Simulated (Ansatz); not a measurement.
The system is Ge.

```
CELL_PARAMETERS angstrom
1.39715 -2.60052 0.00000
1.39715 2.60052 0.00000
0.00000 0.00000 2.69823
ATOMIC_POSITIONS crystal
Ge 0.50000 0.50000 0.00000
```

This isn't the form of Ge at room conditions, which is diamond.

```yaml
Program: Ansatz 0.2.0
Task: relaxation of cell and atoms
Functional: PBEsol
Potentials_or_basis: Ansatz PAW
Cutoff: "420 eV (not typed: the program's choice for these potentials)"
k_mesh: 11 × 11 × 10
Occupations: fermi-dirac, width 0.05 eV
Spin: no spin polarisation
```

At the start: volume 19.61 Å³/atom.

Q: How do energy, volume and symmetry change on relaxing?

A: It ends after 7 steps and the volume is 18.40 Å³/atom (-6.2 %); space group Cmmm (No. 65, to 0.05 Å).

Step by step:
```
step  energy change (eV)  largest force (eV/Å)  volume (Å³)
   1              0.0000                0.0000        19.61
   2             -0.0193                0.0000        18.07
   3             -0.0208                0.0000        18.41
   4             -0.0209                0.0000        18.40
   5             -0.0211                0.0000        18.39
   6             -0.0211                0.0000        18.40
   7             -0.0208                0.0000        18.40
```

Final structure:
```yaml
crystal:
  lattice:
    - [1.39925, -2.46141, 0.00000]
    - [1.39925, 2.46141, 0.00000]
    - [0.00000, 0.00000, 2.67091]
  atoms:
    - { symbol: Ge, position: [0.50000, 0.50000, 0.00000] }
```

Caveat: the plane-wave basis is chosen anew once the cell has moved, so the energies of steps on either side of that aren't comparable; the PAW data sets come from PBE, with cores solved anew for the run's functional, which leaves a small shift of forces and pressure.
